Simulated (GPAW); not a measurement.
BeS:

```
S Be
1.0
     0.00000    2.42500    2.42500
     2.42500    0.00000    2.42500
     2.42500    2.42500    0.00000
S Be
1 1
Direct
  0.75000 0.75000 0.75000
  0.00000 0.00000 0.00000
```

Base run:

```yaml
Program: GPAW 26.7.0
Functional: PBE
Potentials_or_basis: GPAW PAW data sets (gpaw-data 1.2.1)
Cutoff: 600 eV
Basis: pw
k_mesh: 8 × 8 × 8
Occupations: fermi-dirac, width 0.05 eV
Spin: no spin polarisation
```

Its results: band gap on the k mesh 3.10 eV, indirect (least direct gap 5.64 eV); pressure 2.2 GPa.

**Question.** The run is repeated on the same cell with these changes: functional from PBE to r2SCAN; cutoff from 600 eV to 800 eV; k mesh from 8 × 8 × 8 to 9 × 9 × 9. What comes out?

**Answer.** Band gap on the k mesh 3.66 eV, indirect (least direct gap 6.22 eV); pressure 2.0 GPa.

Several settings changed at once, so the effect can't be laid on one alone.

Caveats: the cutoff is short for stress and forces, so pressures can be off by a GPa or more (some runs); the PAW data sets were made with another functional, which shifts forces and pressure a little (some runs); the mesh misses the band edges, which the band path finds closer together (some runs).
